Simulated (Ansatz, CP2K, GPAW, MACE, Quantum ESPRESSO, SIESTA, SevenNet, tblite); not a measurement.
# H-capped AlAs nanowire along [111] (40 atoms): one structure in several programs

Aim: run H-capped AlAs nanowire along [111] (40 atoms) in several programs and set results and cost side by side. A plane-wave run serves as the reference.

Calculated with Ansatz 0.2.0; Kohn-Sham DFT, PBE, PAW, plane waves.

## 1. The starting structure

The cell holds 40 atoms: 9 Al, 9 As and 22 H. Its edges and angles: a = 19.586 Å, b = 16.545 Å, c = 9.805 Å, α = 90.0°, β = 90.0°, γ = 90.0°. It derives from AlAs (zinc-blende). Diamond section of size parameter 4.53 Å cut from zinc-blende AlAs (a = 5.661 Å) along [111], 1 period, broken bonds capped with H, 9 Å of vacuum. Then every atom was moved at random, 0.05 Å r.m.s. a Cartesian component (hydrogen 0.6 of that). Regions: wire, 18 atoms (9 Al and 9 As); hydrogen, 22 atoms (22 H). Vacuum lies along a and b. The structure's axis is c.

## 2. Reference: Ansatz, plane waves

The PAW files are the set soft_2.

Contents of input.yaml:

```yaml
crystal:
  lattice:
    - [19.58599, 0.0, 0.0]
    - [0.0, 16.5449, 0.0]
    - [0.0, 0.0, 9.80514]
  atoms:
    - { symbol: Al, position: [0.40017, 0.43473, 0.33057] }
    - { symbol: As, position: [0.39726, 0.43327, 0.58988] }
    - { symbol: Al, position: [0.29761, 0.49961, 0.9966] }
    - { symbol: As, position: [0.29248, 0.50596, 0.24116] }
    [... 30 atom lines left out ...]
    - { symbol: H, position: [0.66731, 0.61733, 0.6179] }
    - { symbol: H, position: [0.59961, 0.65965, 0.97019] }
    - { symbol: H, position: [0.70472, 0.41408, 0.94788] }
    - { symbol: H, position: [0.76765, 0.54793, 0.94582] }
    - { symbol: H, position: [0.76893, 0.45571, 0.30449] }
    - { symbol: H, position: [0.70368, 0.59271, 0.30072] }
kpoints:
  mp_grid: { grid: [1, 1, 1] }
hamiltonian:
  xc: pbe
scf:
  occupations: { method: fermi_dirac, width: 0.05 }
output:
  forces: true
  eigenvalues: true
  populations: true
```

The run is started by

```
> ansatz run input.yaml --threads 8 --pin off --max-ram 15872MiB --backend cpu --events-out ev --progress --plain --runs-dir out
```

Numbers of over 12 decimals in the logs are rounded to 6 here.

The log of the run:

```text
[...]
Pseudopotentials: kind: paw
Pseudopotential: Al, paw, valence charge 3, recommended cutoff 420 eV (normal), Al.paw.azcp
Pseudopotential: As, paw, valence charge 15, recommended cutoff 420 eV (normal), As.paw.azcp
Pseudopotential: H, paw, valence charge 1, recommended cutoff 420 eV (normal), H.paw.azcp
[... 5 lines on functional and potentials left out ...]
Crystal: 40 atoms, lattice volume = 3177.338 Å³
Basis set: ecut = 420 eV, 62091 PW (Γ), exchange–correlation on 270×240×144 points (8 copies of the dense FFT grid, shifted against one another)
Bands: 132, of which v1, the nominal top of the filled ones, is band 92 counted from 1 (91 counted from 0)
Symmetry: 1 space group operations
Space group: P1 (ITA 1), of the structure as read, at distance tolerance 1.5e-4 Å
k-points: 1
[... 7 lines on functional and potentials left out ...]
Initial density: superposition of atomic densities (neutral atoms: chi_scale 0, normalization atom), corrected by the library's trained network
Initial wavefunctions: pseudopotential atomic-orbital guess
[...]
SCF iter   1: F=—  HF=-48889.924640 eV  |F-HF|=—  |Δ(HF+E_count)|=         —  Δρ=1.67e-3  dr2=2.18e-1  ethr=1.77e-3  ⟨swp⟩=7.0  Hψ=633  notcnv=0  defer=15
preconditioner: auto → Resta (q_TF=auto, 1.697 Å⁻¹)  ε∞=1.5  [insulator: Δε(μ)=3.468 eV  Ē_g=9.148 eV  σ=0.050 eV  W_gap=1.00  n_scr=266 (ndim 8)  ℏωp=6.4 eV  f_vac=0.747  D(μ)=0.00/eV (n_scr^D=0)  ε∞_Penn≈1.5  vacuum switching on, ρ_ref=6.1e-3 e/Å³]
[...]
SCF iter   7: F=—  HF=-48889.890371 eV  |F-HF|=—  |Δ(HF+E_count)|=   2.14e-6  Δρ=2.97e-6  dr2=3.41e-7  ethr=1.64e-9  ⟨swp⟩=2.0  Hψ=137  notcnv=0  defer=34
SCF iter   8: F=-48889.890373 eV  HF=-48889.890372 eV  |F-HF|=1.33e-7  |Δ(HF+E_count)|=   1.04e-6  Δρ=9.83e-7  dr2=5.08e-8  ethr=5.43e-11  ⟨swp⟩=23.0  Hψ=843  notcnv=0
SCF 1 converged in 8 iterations: F = -48889.890373 eV  dr2 = 5.08e-8
[...]
SCF converged after 8 iterations
Free energy (F): -48889.890373 eV
Harris-Foulkes:  -48889.890372 eV  (|F-HF|=1.33e-7)
Internal energy: -48889.890373 eV  (E = F + TS)
E sigma→0 (E₀):  -48889.890373 eV
Fermi energy:    -2.735565 eV
--- Per-component energies (eV) ---
[...]
Σ components = -48889.890373   (vs F -48889.890373, Δ=0.00e0)
--- Forces (eV/Å), atoms counted from 1 ---
  atom   1  Al    -1.07052865    -1.05765772     0.20930503
  atom   2  As     0.55228514     0.08331526    -0.70606264
  atom   3  Al    -1.13552121     1.08896161    -0.54493240
  atom   4  As     1.48972784     0.08550041     0.88176451
[...]
atom  40  H      0.28018724    -1.15195487    -0.18187952
  max |Σ_I F_I| component: 9.77e-5 eV/Å
--- Band table (eV) ---
  k-point 0: bands = ["-39.2968", "-39.2743", "-39.2032", "-39.1823", [... 116 levels ...], "1.5716", "1.6186", "1.6730", "1.7249", "1.8130", "1.8313", "1.8825", "1.9130", "2.0056", "2.1224", "2.1334", "2.1893"]
--- Löwdin populations: 40 sites ---
  site symbol       q [e]
     0     Al      2.5820
     1     As     15.1883
     2     Al      2.5755
[...]
39      H      0.9251
  spilling = 0.006800 (of n_electrons = 184.000000)
```

It took 6 s on 8 threads of Arm Neoverse V2, shared host; peak memory 2.1 GiB.

Read from the output:

| Property | Result |
| --- | --- |
| free energy | -48889.8904 eV |
| free energy per atom | -1222.2473 eV/atom |
| SCF cycles | 8 |
| r.m.s. force component | 0.7893 eV/Å |
| longest force | 3.625 eV/Å |
| Fermi energy | -2.736 eV |
| gap (highest filled to lowest empty level) | 3.3 eV |
| spilling of the projection | 0.0068 |

Length of the force by element:

| element | coordination | atoms | mean length of the force (eV/Å) | spread | least | most |
| --- | --- | --- | --- | --- | --- | --- |
| Al | all | 9 | 1.64 | 0.860 | 0.726 | 3.62 |
| As | all | 9 | 1.37 | 0.544 | 0.617 | 2.13 |
| H | all | 22 | 0.829 | 0.649 | 0.0617 | 3.18 |

Löwdin charges by element (they lack the spilled electrons, 0.031 e an atom on average):

| element | coordination | atoms | mean charge (e) | spread | least | most |
| --- | --- | --- | --- | --- | --- | --- |
| Al | all | 9 | 0.416 | 0.0286 | 0.353 | 0.449 |
| As | all | 9 | -0.126 | 0.149 | -0.411 | 0.0675 |
| H | all | 22 | -0.0617 | 0.137 | -0.230 | 0.0855 |

By region:

| region | atoms | mean length of the force (eV/Å) |
| --- | --- | --- |
| wire | 18 | 1.50 |
| hydrogen | 22 | 0.829 |

The levels nearest the highest filled one (over half full), pooled over k-points and spins:

| level less the highest filled one (eV) | occupation |
| --- | --- |
| -0.606 | 2 |
| -0.454 | 2 |
| -0.211 | 2 |
| -0.201 | 2 |
| -0.103 | 2 |
| 0 | 2 |
| 3.30 | 0 |
| 3.36 | 0 |
| 3.54 | 0 |
| 3.58 | 0 |
| 3.75 | 0 |
| 3.79 | 0 |

## 3. Structure statistics

Normalised to the volume that the atoms fill. Pair distribution functions g(r), in bins of 0.2 Å:

| r (Å) | total | H-H | H-Al | H-As | Al-Al | Al-As | As-As |
| --- | --- | --- | --- | --- | --- | --- | --- |
| 1.40 | 1.08 | 0.00 | 1.16 | 3.23 | 0.00 | 0.00 | 0.00 |
| 1.60 | 4.23 | 0.00 | 9.35 | 7.78 | 0.00 | 0.00 | 0.00 |
| 1.80 | 0.00 | 0.00 | 0.00 | 0.00 | 0.00 | 0.00 | 0.00 |
| 2.00 | 0.00 | 0.00 | 0.00 | 0.00 | 0.00 | 0.00 | 0.00 |
| 2.20 | 0.00 | 0.00 | 0.00 | 0.00 | 0.00 | 0.00 | 0.00 |
| 2.40 | 1.90 | 0.31 | 0.00 | 0.00 | 0.00 | 17.80 | 0.00 |
| 2.60 | 1.07 | 1.47 | 0.00 | 0.00 | 0.00 | 6.25 | 0.00 |
| 2.80 | 0.00 | 0.00 | 0.00 | 0.00 | 0.00 | 0.00 | 0.00 |
| 3.00 | 0.00 | 0.00 | 0.00 | 0.00 | 0.00 | 0.00 | 0.00 |
| 3.20 | 2.02 | 2.30 | 2.66 | 2.70 | 0.00 | 0.00 | 0.00 |
| 3.40 | 1.50 | 0.00 | 3.16 | 2.90 | 0.00 | 0.00 | 0.00 |
| 3.60 | 0.05 | 0.00 | 0.00 | 0.19 | 0.00 | 0.00 | 0.00 |
| 3.80 | 1.06 | 3.23 | 0.00 | 0.00 | 0.77 | 0.00 | 0.77 |
| 4.00 | 2.54 | 2.17 | 1.01 | 0.70 | 15.96 | 0.00 | 12.90 |
| 4.20 | 1.80 | 0.00 | 2.75 | 3.69 | 0.68 | 0.00 | 3.35 |
| 4.40 | 0.83 | 0.39 | 1.75 | 1.11 | 0.00 | 0.00 | 0.00 |
| 4.60 | 0.90 | 0.93 | 0.00 | 0.00 | 0.00 | 6.12 | 0.00 |
| 4.80 | 0.51 | 0.34 | 0.00 | 0.00 | 0.00 | 4.06 | 0.00 |
| 5.00 | 0.26 | 0.00 | 0.56 | 0.48 | 0.00 | 0.00 | 0.00 |
| 5.20 | 0.77 | 0.00 | 1.31 | 1.80 | 0.00 | 0.00 | 0.00 |
| 5.40 | 0.77 | 0.32 | 1.55 | 1.15 | 0.00 | 0.00 | 0.00 |
| 5.60 | 0.50 | 1.03 | 0.00 | 0.00 | 2.18 | 0.00 | 1.45 |
| 5.80 | 0.25 | 0.58 | 0.00 | 0.00 | 0.34 | 0.00 | 1.05 |
| 6.00 | 0.49 | 0.10 | 1.10 | 0.38 | 0.00 | 0.94 | 0.00 |
| 6.20 | 0.65 | 0.20 | 0.12 | 0.99 | 0.00 | 3.13 | 0.00 |
| 6.40 | 0.63 | 1.03 | 0.86 | 0.46 | 0.00 | 0.00 | 0.00 |
| 6.60 | 0.95 | 0.45 | 1.40 | 1.88 | 0.00 | 0.00 | 0.00 |
| 6.80 | 0.49 | 0.79 | 0.31 | 0.05 | 1.72 | 0.00 | 1.47 |

Bonds by pair of elements; cutoffs follow the first minimum of g(r), held within bounds set by covalent radii, and pairs that aren't listed don't count as bonded:

| pair A-B | cutoff (Å) | bonds | mean length (Å) | spread (Å) | shortest (Å) | B about A | A about B |
| --- | --- | --- | --- | --- | --- | --- | --- |
| H-Al | 2.08 | 11 | 1.58 | 0.077 | 1.42 | 0.5 | 1.22 |
| H-As | 1.88 | 11 | 1.54 | 0.047 | 1.49 | 0.5 | 1.22 |
| Al-As | 2.98 | 25 | 2.45 | 0.071 | 2.31 | 2.78 | 2.78 |

How many atoms have how many bonded neighbours:

| element | mean | 1 | 4 |
| --- | --- | --- | --- |
| Al | 4 | 0 | 9 |
| As | 4 | 0 | 9 |
| H | 1 | 22 | 0 |

## 4. What was run beside it

The programs:
- CP2K 2026.2: Gaussian basis with GTH pseudopotentials and a plane-wave density; labels give functional, basis (MOLOPT sets; SR short-range, UZH the newer set with its own potentials), grid cutoff/relative cutoff and solver (OT: orbital transformation; TRS4, TC2, SIGN: linear-scaling purification with its sparsity filter), or its built-in tight binding.
- GPAW 26.7.0: PAW with atomic orbitals (LCAO), plane waves or a real-space grid of spacing h.
- MACE: machine-learned potential, published weights.
- Quantum ESPRESSO 7.5: plane waves; labels (QE) give functional, pseudopotential set and cutoffs of waves/density.
- SIESTA 5.4.2: numerical atomic orbitals, whose automatically made sets are far from complete, with PseudoDojo norm-conserving potentials that we converted to its format (checked against plane waves on the same files for H, C, O, Si, Ge and Ca alone); labels give functional, basis size, energy shift and mesh cutoff.
- SevenNet: machine-learned potential, published weights.
- tblite 0.8.0: extended tight binding, driven from Python.

All use the same cell and atoms; the electronic-structure runs use the same k-mesh, and an electronic temperature of 580 K (0.05 eV) where levels are smeared.

Differences are against the plane-wave reference, forces as r.m.s. over components; share is that over the reference's r.m.s. force, slope the least-squares factor from reference forces to these. Total energies of different programs have different zeros and aren't compared.

| run | Δ force, r.m.s. (meV/Å) | share (%) | slope | Δ gap (eV) | cores | CPU time | memory (GiB) |
| --- | --- | --- | --- | --- | --- | --- | --- |
| reference | - | - | - | - | 8 | 43 s | 2.1 |
| CP2K PBE, DZVP-MOLOPT-SR, 315/50 Ry, diagonalisation (coarse) | 84.4 | 10.7 | 1.038 | 0.194 | 1 | 2.2 min | 2.8 |
| CP2K PBE, DZVP-MOLOPT-SR, 450/50 Ry, diagonalisation | 84.4 | 10.7 | 1.038 | 0.194 | 1 | 3.8 min | 4.5 |
| CP2K PBE, DZVP-MOLOPT-SR, 450/70 Ry, diagonalisation | 84.4 | 10.7 | 1.038 | 0.194 | 1 | 4.1 min | 4.5 |
| CP2K PBE, DZVP-MOLOPT-SR, 630/50 Ry, diagonalisation | 84.4 | 10.7 | 1.038 | 0.194 | 2 | 6 min | 7.5 |
| CP2K PBE, DZVP-UZH, 450/50 Ry, diagonalisation | 45.2 | 5.72 | 1.005 | 0.0461 | 2 | 4.5 min | 4.6 |
| CP2K PBE, SZV-MOLOPT-SR, 450/50 Ry, diagonalisation (coarse) | 369 | 46.8 | 1.201 | 1.26 | 1 | 3.3 min | 4.5 |
| CP2K PBE, TZVP-MOLOPT (SR for Al, As), 450/50 Ry, diagonalisation | 40.0 | 5.06 | 1.001 | 0.0514 | 2 | 6.1 min | 4.6 |
| GPAW PBE, LCAO dzp, h 0.15 Å | 100 | 12.7 | 1.023 | 0.120 | 1 | 73 s | 2.9 |
| GPAW PBE, LCAO dzp, h 0.2 Å | 102 | 12.9 | 1.024 | 0.121 | 1 | 33 s | 1.2 |
| GPAW PBE, LCAO dzp, h 0.2 Å, other mixer settings | 102 | 12.9 | 1.024 | 0.121 | 1 | 50 s | 1.1 |
| GPAW PBE, LCAO szp(dzp), h 0.2 Å (coarse) | 504 | 63.8 | 0.995 | 0.105 | 1 | 29 s | 1.2 |
| GPAW PBE, grid h 0.18 Å | 49.9 | 6.33 | 1.012 | 0.0011 | 4 | 4.9 min | 4.0 |
| MACE MPA-0 medium potential | 197 | 24.9 | 1.006 | - | 1 | 6.2 s | 0.69 |
| QE PBE+D3(BJ), sssp-1.3.0-efficiency, 45/360 Ry | 59.1 | 7.49 | 1.005 | -0.0045 | 4 | 8.7 min | 4.9 |
| QE PBE, sssp-1.3.0-efficiency, 30/240 Ry (coarse) | 49.4 | 6.26 | 1.006 | -0.0026 | 4 | 5.8 min | 2.8 |
| QE PBE, sssp-1.3.0-efficiency, 45/360 Ry | 45.7 | 5.79 | 1.007 | -0.0045 | 4 | 8.8 min | 4.8 |
| SIESTA PBE, DZ, shift 0.01 Ry, mesh 300 Ry (coarse) | 108 | 13.7 | 1.061 | 0.635 | 1 | 47 s | 0.75 |
| SIESTA PBE, DZP, shift 0.002 Ry, mesh 300 Ry | 133 | 16.9 | 1.045 | 0.210 | 1 | 2.6 min | 1.2 |
| SIESTA PBE, DZP, shift 0.01 Ry, mesh 100 Ry (coarse) | 110 | 14.0 | 1.050 | 0.26 | 1 | 18 s | 0.31 |
| SIESTA PBE, DZP, shift 0.01 Ry, mesh 300 Ry | 86.4 | 11.0 | 1.045 | 0.258 | 1 | 84 s | 0.95 |
| SevenNet 0 potential | 334 | 42.3 | 0.785 | - | 1 | 6.3 s | 0.6 |
| SevenNet l3i5 potential | 266 | 33.7 | 0.882 | - | 1 | 7.2 s | 0.73 |
| tblite GFN2-xTB | 268 | 34.0 | 0.732 | - | 1 | 1.1 s | 0.19 |
| tblite IPEA1-xTB | 407 | 51.6 | 0.793 | - | 1 | 0.87 s | 0.19 |

Rows marked coarse were listed beforehand as settings not expected to be converged; some can still land near the reference.

Times of the machine-learned potentials are mostly Python's start and the loading of weights.

CPU time is summed over cores on a shared host, where runs went side by side, so it is rough. Symmetry, cutoffs, thresholds, outputs and thread counts weren't matched or tuned between programs; memory under MPI is the largest rank's times the ranks.

Runs without a result: CP2K GFN1-xTB, diagonalisation (not converged, the SCF not settling); SIESTA vdW-DF, PBE potentials, DZP, shift 0.01 Ry, mesh 300 Ry (cut off at its time limit of 6.9 min); CP2K PBE+rVV10L, DZVP-MOLOPT-SR, 450/50 Ry, diagonalisation (ended with an error).

Mean charges by element (e), by run and scheme:

| run | scheme | Al | As | H |
| --- | --- | --- | --- | --- |
| reference | Löwdin | +0.42 | -0.13 | -0.06 |
| CP2K PBE, DZVP-MOLOPT-SR, 315/50 Ry, diagonalisation | Mulliken | +0.17 | -0.42 | +0.10 |
| CP2K PBE, DZVP-MOLOPT-SR, 450/50 Ry, diagonalisation | Mulliken | +0.17 | -0.42 | +0.10 |
| CP2K PBE, DZVP-MOLOPT-SR, 450/70 Ry, diagonalisation | Mulliken | +0.17 | -0.42 | +0.10 |
| CP2K PBE, DZVP-MOLOPT-SR, 630/50 Ry, diagonalisation | Mulliken | +0.17 | -0.42 | +0.10 |
| CP2K PBE, DZVP-UZH, 450/50 Ry, diagonalisation | Mulliken | +0.40 | -0.27 | -0.05 |
| CP2K PBE, TZVP-MOLOPT (SR for Al, As), 450/50 Ry, diagonalisation | Mulliken | +0.28 | -0.12 | -0.07 |
| SIESTA PBE, DZP, shift 0.002 Ry, mesh 300 Ry | Hirshfeld | +0.18 | +0.01 | -0.08 |
| SIESTA PBE, DZP, shift 0.01 Ry, mesh 300 Ry | Hirshfeld | +0.14 | +0.06 | -0.08 |
| tblite GFN2-xTB | Mulliken | +0.29 | -0.06 | -0.09 |
| tblite IPEA1-xTB | Mulliken | +0.13 | -0.04 | -0.04 |

The reference's Löwdin charges lack the electrons that the projection spills, 0.031 e an atom on average.

Within one program, basis, potentials and functional, energies share a zero. Each run against its twin at the usual cutoff or grid and solver:

| run | twin | Δ energy (meV/atom) | Δ force, r.m.s. (meV/Å) | CPU time over the twin's |
| --- | --- | --- | --- | --- |
| CP2K PBE, DZVP-MOLOPT-SR, 315/50 Ry, diagonalisation | DZVP-MOLOPT-SR, 450/50 Ry, diagonalisation | -0.0017 | 0.195 | 0.59 |
| CP2K PBE, DZVP-MOLOPT-SR, 450/70 Ry, diagonalisation | DZVP-MOLOPT-SR, 450/50 Ry, diagonalisation | 1.0e-4 | 0.002 | 1.1 |
| CP2K PBE, DZVP-MOLOPT-SR, 630/50 Ry, diagonalisation | DZVP-MOLOPT-SR, 450/50 Ry, diagonalisation | -5.0e-4 | 0.058 | 1.6 (this twin ran on 1 cores) |
| GPAW PBE, LCAO dzp, h 0.15 Å | LCAO dzp, h 0.2 Å | -12.6 | 7.45 | 2.2 |
| GPAW PBE, LCAO dzp, h 0.2 Å, other mixer settings | LCAO dzp, h 0.2 Å | 0 | 0.615 | 1.5 |
| QE PBE, sssp-1.3.0-efficiency, 30/240 Ry | sssp-1.3.0-efficiency, 45/360 Ry | 15.0 | 6.88 | 0.66 |
| SIESTA PBE, DZP, shift 0.01 Ry, mesh 100 Ry | DZP, shift 0.01 Ry, mesh 300 Ry | -50.8 | 61.6 | 0.21 |

## 5. What came out

```yaml
reference_r_m_s_force_component: 0.789 eV/Å
nearest_in_forces: CP2K PBE, TZVP-MOLOPT (SR for Al, As), 450/50 Ry, diagonalisation, 5.1 %
farthest_in_forces: GPAW PBE, LCAO szp(dzp), h 0.2 Å (coarse), 64 %
cheapest_electronic_structure_run_beside_the_reference: tblite IPEA1-xTB, 0.87 s of CPU time
```

**Reading.** PBE on plane waves or a grid with other potentials, cutoffs or grids, coarse settings apart, differs from the reference by 5.8 % (QE PBE, sssp-1.3.0-efficiency, 45/360 Ry) to 6.3 % (GPAW PBE, grid h 0.18 Å) of the r.m.s. force; this holds the reference's own error, so differences of a few per cent don't tell which side is nearer the exact PBE result (QE's 45 Ry are 612 eV, against the reference's 420 eV). The PBE runs in local orbitals, coarse settings apart, differ by 5.1 % (CP2K PBE, TZVP-MOLOPT (SR for Al, As), 450/50 Ry, diagonalisation) to 17 % (SIESTA PBE, DZP, shift 0.002 Ry, mesh 300 Ry); basis, grid and potentials can all enter. Tight binding differs by 34 % (tblite GFN2-xTB) to 52 % (tblite IPEA1-xTB); it is another model, with fitted parameters of its own, and the xTB methods hold dispersion. Machine-learned potentials differ by 25 % (MACE MPA-0 medium potential) to 42 % (SevenNet 0 potential); they were trained on other programs' data. Among those trained on PBE data the slope goes as low as 0.78, which softening far from their training structures can give, though the reference's k-sampling is untested too. Rows with another functional or a dispersion term differ by 7.5 % (QE PBE+D3(BJ), sssp-1.3.0-efficiency, 45/360 Ry), which mixes the change of model with differences of basis and potentials. IPEA1-xTB was fitted to ionisation energies and electron affinities, not to forces or charges. Runs with settings chosen to be coarse differ by 6.3 % (QE PBE, sssp-1.3.0-efficiency, 30/240 Ry) to 64 % (GPAW PBE, LCAO szp(dzp), h 0.2 Å), their programs' other errors included. Of the electronic-structure runs that take under half the reference's CPU time, SIESTA PBE, DZP, shift 0.01 Ry, mesh 100 Ry comes nearest, at 14 % in 18 s against 43 s. At the same functional, gaps differ from the reference's 3.30 eV by between -0.00 and +1.26 eV. A likely cause of the wide gaps: compact atomic orbitals describe empty levels worse than filled ones. These are spacings on the run's k-points, which needn't hold the band edges. Charges hang on model, scheme and program or settings: among these rows the mean for As runs from -0.42 to +0.06 e, even in sign. In the reference: filled and empty levels are parted by 3.30 eV at Γ alone; the mesh holds the band edges only if they fold onto it, so the gap at this level can be narrower or closed, and states at the surface or the caps may set it. In the reference: mean Löwdin charges: Al +0.42, As -0.13, H -0.06 e (they miss 0.68 % of the electrons, so they add up to more than the cell's charge). Periodic xTB results under one method name differ between programs and library versions. The potentials hold different valence shells: 184 electrons in the reference, 94 in Quantum ESPRESSO with SSSP, 94 in GPAW and 94 in CP2K with DZVP-UZH; this bears on time and differences. Machine-learned potentials mimic data converged in k, so the reference's own k-point error enters their differences. Caps of real hydrogen don't mimic the fractional bonds of a polar compound, so surface states and strained caps may belong to the model. The electronic-structure runs sample only Γ, in a cell whose periodic width is 10 Å.

[Also dropped from logs without a mark: logging warnings of Python, and SIESTA's first energy breakdown and zero terms.]

[Logs are printed without paths, hosts, clocks, repeated set-up lines and the standing remarks that a program may print on its own settings, such as how far it seeks lower states.]

[Hosts, paths, dates, database ids (printed as entryN), source tags and the programs' standing remarks are cut or masked in the printed files.]
